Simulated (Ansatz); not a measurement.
AlCu3: zone-centre modes

Method: DFT PBEsol, scalar-relativistic, plane waves, PAW in Ansatz 0.2.0. The runs took a 420 eV cutoff, a Γ-centred 14×14×14 mesh and Gaussian smearing (0.15 eV). No spin polarisation.

Reference structure (relaxed at this level; it needn't be the usual structure):

```
Al Cu
1.0
     0.00000    2.88347    2.88347
     2.88347    0.00000    2.88347
     2.88347    2.88347    0.00000
Al Cu
1 3
Direct
  0.00000 0.00000 0.00000
  0.50000 0.50000 0.50000
  0.25000 0.25000 0.25000
  0.75000 0.75000 0.75000
```

Harmonic modes by finite displacements of 0.02 Å, without the LO–TO term.

Question: At this geometry, is the structure stable against these modes?

Answer: Yes: no mode is imaginary beyond 10 cm⁻¹, and only the three translations lie near zero.

Question: List the wavenumbers in cm⁻¹.

Answer: 0, 0, 0, 160, 160, 160, 193, 193, 193, 297, 297, 297.

Cost: 1 run of about 1.1 core-minutes, on Intel Xeon 6975P-C (Granite Rapids) (shared hosts).